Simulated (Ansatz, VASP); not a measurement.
Given: the input of a run of VASP 6.6.1 on TiO2.

File INCAR:

```
  PREC = Accurate
  ENCUT = 520
  EDIFF = 1E-6
  ISMEAR = -1
  SIGMA = 0.05
  LREAL = False
  LASPH = True
  NELM = 80
  ALGO = Normal
  ISIF = 2
  LWAVE = False
  LCHARG = False
  GGA = PE
  IBRION = 2
  NSW = 60
  EDIFFG = -0.01
```

KPOINTS

```
regular mesh
0
Gamma
  7 5 3
```

File POSCAR:

```
TiO2
1.0
    2.9979471918      0.0000000000      0.0000000000
    0.0002101642      4.7076067549      0.0000000000
    1.4984053173      0.2423534620      7.0834647979
Ti O
3 6
Direct
    0.0033718700      0.0003888100      0.0007031900
    0.3446402100      0.4802596500      0.3169598700
    0.6617081400      0.5204743600      0.6844963600
    0.4400381600      0.1854376900      0.1285388000
    0.7779263400      0.2977287500      0.4518780700
    0.1012362400      0.3089534200      0.8062432200
    0.9064972100      0.6918369900      0.1951715700
    0.2294071500      0.7030072800      0.5495147300
    0.5680256700      0.8153000600      0.8728271800
```

Potentials or basis: VASP PAW PBE potentials, release 64 (Ti_sv, O).

Launch:

```console
$ cat potpaw_PBE.64/Ti_sv/POTCAR potpaw_PBE.64/O/POTCAR > POTCAR
$ mpirun -np 1 vasp_std > vasp.out
```

Q: Translate it to Ansatz 0.2.0. Potentials there: Ansatz PAW.

A: As run (the cutoff follows the program's own potentials):

File input.yaml:

```yaml
crystal:
  lattice:
    - [2.9979471918, 0.0, 0.0]
    - [0.0002101642, 4.7076067549, 0.0]
    - [1.4984053173, 0.242353462, 7.0834647979]
  atoms:
    - { symbol: Ti, position: [0.00337187, 0.00038881, 0.00070319] }
    - { symbol: Ti, position: [0.34464021, 0.48025965, 0.31695987] }
    - { symbol: Ti, position: [0.66170814, 0.52047436, 0.68449636] }
    - { symbol: O, position: [0.44003816, 0.18543769, 0.1285388] }
    - { symbol: O, position: [0.77792634, 0.29772875, 0.45187807] }
    - { symbol: O, position: [0.10123624, 0.30895342, 0.80624322] }
    - { symbol: O, position: [0.90649721, 0.69183699, 0.19517157] }
    - { symbol: O, position: [0.22940715, 0.70300728, 0.54951473] }
    - { symbol: O, position: [0.56802567, 0.81530006, 0.87282718] }
hamiltonian:
  xc: pbe
  pseudopotentials: { kind: paw }
kpoints:
  mp_grid: { grid: [7, 5, 3] }
scf:
  occupations: { method: fermi_dirac, width: 0.05 }
output:
  forces: true
  stress: true
  eigenvalues: true
relax:
  f_tol: 0.01
  max_steps: 40
```

Potentials or basis: Ansatz PAW.

Launch:

```console
$ ansatz run input.yaml --threads 4 --pin off --max-ram 11264MiB --backend cpu --events-out ev --progress --plain --runs-dir out
```

Both were run:

|  | VASP | Ansatz | Ansatz less VASP |
| --- | --- | --- | --- |
| gap on the k mesh at the Fermi level, each at its own relaxed structure (eV) | 2.24 | 2.26 | +0.029 |

Caveats: an odd mesh through Γ misses points on the zone boundary, where band edges often lie (VASP); odd divisions of the mesh miss points on the zone boundary, where band edges often lie, so the gap on the mesh can be too wide (Ansatz).
